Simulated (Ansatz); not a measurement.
# 1T-IrSTe monolayer in a perpendicular field, part 3 of 3

Wanted: the out-of-plane response of the 1T-IrSTe monolayer. A positive field points along +c.

Ansatz 0.2.0; plane-wave DFT, PBE-D3(BJ), Ansatz PAW.

So far. Step 7 (Single point, field -0.3 V/Å): The dipole is -0.138 e·Å, -0.0948 e·Å from its value without field. Step 8 (Response, atoms held): The induced dipole is that of a conductor 5.42 Å thick.

**9. A changed input: scf.algorithm = "direct_min"**

This step: plane-wave DFT, PBE-D3(BJ), Ansatz PAW (Ansatz 0.2.0).

A run with a changed input: it repeats the earlier run at 0.1 V/Å with scf.algorithm to direct_min.

The input, input.yaml:

```yaml
crystal:
  lattice:
    - [3.4914452422, 0.0, 0.0]
    - [-1.7457226211, 3.0236802756, 0.0]
    - [0.0, 0.0, 21.0399392388]
  atoms:
    - { symbol: Te, position: [0.6666666667, 0.3333333333, 0.4277578893] }
    - { symbol: Ir, position: [0.0, 0.0, 0.5185792071] }
    - { symbol: S, position: [0.3333333333, 0.6666666667, 0.5722421107] }
kpoints:
  mp_grid: { grid: [18, 18, 1] }
  band_path:
    path: [[0, 0, 0], [0.5, 0, 0], [0.33333333, 0.33333333, 0], [0, 0, 0]]
    npoints: 16
hamiltonian:
  xc: pbe
  dispersion: d3bj
scf:
  occupations: { method: fermi_dirac, width: 0.05 }
  convergence: { dr2_threshold: 1.0e-10 }
  algorithm: direct_min
efield:
  axis: 3
  dipole_correction: true
  ramp_position: 0.9406
  ramp_width: 0.1031
  amplitude: 0.1
output:
  write_potential: true
  write_density: true
  volumetric_format: npy
```

On the command line:

```
$ ansatz run input.yaml --threads 4 --pin off --max-ram 6144MiB --backend cpu --events-out ev --progress --plain --runs-dir out
```

Numbers of over 12 decimals in the logs are rounded to 6 here.

The program printed:

```text
[...]
Crystal: 3 atoms, lattice volume = 222.119 Å³
Basis set: ecut = 420 eV, 4313 PW (Γ)
Bands: 24, of which v1, the nominal top of the filled ones, is band 20 counted from 1 (19 counted from 0)
Symmetry: 6 space group operations
[...]
k-points: 37 of 324 (time reversal used)
[...]
SCF iter  10: F=-19818.744500 eV  HF=-19818.744500 eV  |F-HF|=3.27e-11  |Δ(HF+E_count)|=  3.64e-12  Δρ=4.73e-9  dr2=6.41e-14  ethr=1.00e-12  p=-0.012 e·Å  D=-9.50e-3 V/Å  ΔV_dip=0.20 eV  dr2_dipole=3.67e-16  V_vac-E_F(+/−)=5.67/3.65 eV  ⟨swp⟩=2.0  Hψ=1617  notcnv=0
SCF 1 converged in 10 iterations: F = -19818.744500 eV  dr2 = 6.41e-14
[...]
SCF converged after 10 iterations
Stability not checked: this state was not tested for a lower state beside it, because a direct minimisation reached the state, and no test of it is asked (direct_minimisation; see scf.lower_state_search)
Free energy (F): -19818.744500 eV
[...]
Internal energy: -19818.732994 eV  (E = F + TS)
E sigma→0 (E₀):  -19818.738747 eV
Entropy (-TS):   -0.011505 eV (-3.835 meV/atom)
Fermi energy:    0.280871 eV
Dipole field:    D = -0.009505 V/Å  (p = -0.011667 e·Å, saw-weighted, corrected)
Work function:   not extracted (applied field tilts the vacuum); planar V_es + V_field profile in the machine report
[...]
--- Band table (eV; the first three rows and the last of 37) ---
  k-point 0: bands = [... 16 lower, -2.3664, -0.1117, 0.9033, 0.9033, 3.4688, 3.4688, 3.5060, 4.5345]
  k-point 1: bands = [... 16 lower, -2.3896, -0.2562, 0.8859, 0.9072, 3.1484, 3.3859, 3.5829, 4.6310]
  k-point 2: bands = [... 16 lower, -2.4462, -0.6161, 0.8273, 0.8976, 2.5116, 3.1872, 3.7826, 4.8514]
  k-point 36: bands = [... 16 lower, -3.3989, -1.4569, -0.9697, -0.5927, 1.0981, 2.6911, 4.3132, 6.8792]
```

It took 24 s on 4 threads of Intel Xeon Platinum 8259CL at 2.50GHz (Skylake/Cascade Lake), shared host; peak memory 0.72 GiB.

This step gave:

```yaml
energy_at_zero_smearing: -19818.7387 eV
dipole_along_the_normal: -0.01167 e·Å
```

The electronic bands at the labelled points (eV, zero at the Fermi level):

| point | band 17 | band 18 | band 19 | band 20 | band 21 | band 22 | band 23 | band 24 |
| --- | --- | --- | --- | --- | --- | --- | --- | --- |
| Γ | -2.65 | -0.39 | 0.62 | 0.62 | 3.19 | 3.19 | 3.23 | 4.25 |
| halfway | -2.78 | -1.52 | -0.37 | 0.23 | 1.53 | 2.49 | 4.40 | 5.21 |
| M | -1.94 | -1.72 | -1.27 | -1.17 | 1.64 | 2.35 | 3.70 | 5.16 |
| halfway | -3.08 | -1.75 | -1.49 | -0.56 | 1.06 | 2.11 | 4.11 | 6.44 |
| K | -3.68 | -1.74 | -1.25 | -0.87 | 0.82 | 2.41 | 4.03 | 6.60 |
| halfway | -2.64 | -1.58 | -0.94 | 0.30 | 1.44 | 1.86 | 4.76 | 5.79 |
| Γ | -2.65 | -0.39 | 0.62 | 0.62 | 3.19 | 3.19 | 3.23 | 4.25 |

| quantity | this run | earlier run | difference |
| --- | --- | --- | --- |
| dipole along the normal (e·Å) | -0.01167 | -0.01166 | -2.2e-6 |

The dipole moves by under 0.5 % or 5e-5 e·Å. The run took 10 SCF cycles against 11.

Of the bands kept, 2 cross the Fermi level on this path.

**10. Varying the input: scf.lower_state_search = "off" and scf.n_extra_bands = 4**

Another changed input: it repeats the earlier run at 0.1 V/Å with scf.lower_state_search to off and scf.n_extra_bands to 4.

Changes to input.yaml since step 9:

```diff
@@ -20,3 +20,4 @@
   convergence: { dr2_threshold: 1.0e-10 }
-  algorithm: direct_min
+  lower_state_search: "off"
+  n_extra_bands: 4
 efield:
```

The program printed:

```text
[...]
Crystal: 3 atoms, lattice volume = 222.119 Å³
Basis set: ecut = 420 eV, 4313 PW (Γ)
Bands: 24, of which v1, the nominal top of the filled ones, is band 20 counted from 1 (19 counted from 0)
Symmetry: 6 space group operations
[...]
k-points: 37 of 324 (time reversal used)
[...]
SCF iter   1: F=—  HF=-19819.209993 eV  |F-HF|=—  |Δ(HF+E_count)|=         —  Δρ=2.59e-2  dr2=4.32e0  ethr=3.10e-3  p=0.032 e·Å  D=2.59e-2 V/Å  ΔV_dip=-0.55 eV  dr2_dipole=6.04e-1  V_vac-E_F(+/−)=6.22/4.95 eV  ⟨swp⟩=10.4  Hψ=5306  notcnv=0
[...]
SCF iter  11: F=-19818.744500 eV  HF=-19818.744500 eV  |F-HF|=1.46e-11  |Δ(HF+E_count)|=  3.46e-10  Δρ=1.28e-7  dr2=4.22e-11  ethr=1.00e-12  p=-0.012 e·Å  D=-9.50e-3 V/Å  ΔV_dip=0.20 eV  dr2_dipole=1.54e-12  V_vac-E_F(+/−)=5.67/3.65 eV  ⟨swp⟩=4.6  Hψ=2756  notcnv=0
SCF 1 converged in 11 iterations: F = -19818.744500 eV  dr2 = 4.22e-11
[...]
SCF converged after 11 iterations
Free energy (F): -19818.744500 eV
[...]
Internal energy: -19818.732994 eV  (E = F + TS)
E sigma→0 (E₀):  -19818.738747 eV
Entropy (-TS):   -0.011505 eV (-3.835 meV/atom)
Fermi energy:    0.280874 eV
Dipole field:    D = -0.009503 V/Å  (p = -0.011665 e·Å, saw-weighted, corrected)
Work function:   not extracted (applied field tilts the vacuum); planar V_es + V_field profile in the machine report
[...]
--- Band table (eV; the first three rows and the last of 37) ---
  k-point 0: bands = [... 16 lower, -2.3664, -0.1117, 0.9033, 0.9033, 3.4688, 3.4688, 3.5060, 4.5345]
  k-point 1: bands = [... 16 lower, -2.3896, -0.2562, 0.8859, 0.9072, 3.1484, 3.3859, 3.5829, 4.6310]
  k-point 2: bands = [... 16 lower, -2.4462, -0.6161, 0.8273, 0.8976, 2.5116, 3.1872, 3.7826, 4.8514]
  k-point 36: bands = [... 16 lower, -3.3989, -1.4569, -0.9697, -0.5927, 1.0981, 2.6911, 4.3132, 6.8792]
```

It took 8.2 s on 4 threads; peak memory 0.65 GiB.

Numbers from this step:

- dipole along the normal: -0.01166 e·Å

Electronic bands along the path, in eV, zero at the Fermi level:

(Unchanged from step 9.)

| quantity | this run | earlier run | difference |
| --- | --- | --- | --- |
| dipole along the normal (e·Å) | -0.01166 | -0.01166 | 0 |

The dipole moves by under 0.5 % or 5e-5 e·Å.

Of the bands kept, 2 cross the Fermi level on this path.

**11. Results**

* gap without field: none
* work function, upper face: 5.06 eV
* step between the vacuum levels: 0.742 eV
* equivalent conductor thickness, atoms held: 5.42 Å

The induced dipole equals that of a perfect conductor 5.42 Å thick, while the outer atoms lie 3.04 Å apart. The two faces differ: the vacuum level above lies 0.74 eV higher than the one below. There is no gap over 0.03 eV, with or without the field. The first relaxation ran with spin and lost its moment, and the later runs have none; other magnetic states were not tried. Spin-orbit coupling is left out, which matters for the bands of elements this heavy.

[Logs are printed without paths, hosts, clocks, repeated set-up lines and the standing remarks that a program may print on its own settings, such as how far it seeks lower states.]

[Hosts, paths, dates, database ids (printed as entryN), source tags and the programs' standing remarks are cut or masked in the printed files.]

[Maps of the electrostatic potential energy from Ansatz leave out the sawtooth potential of an applied field or a dipole correction, so their vacuum need not be flat; planar profiles and work functions include it.]
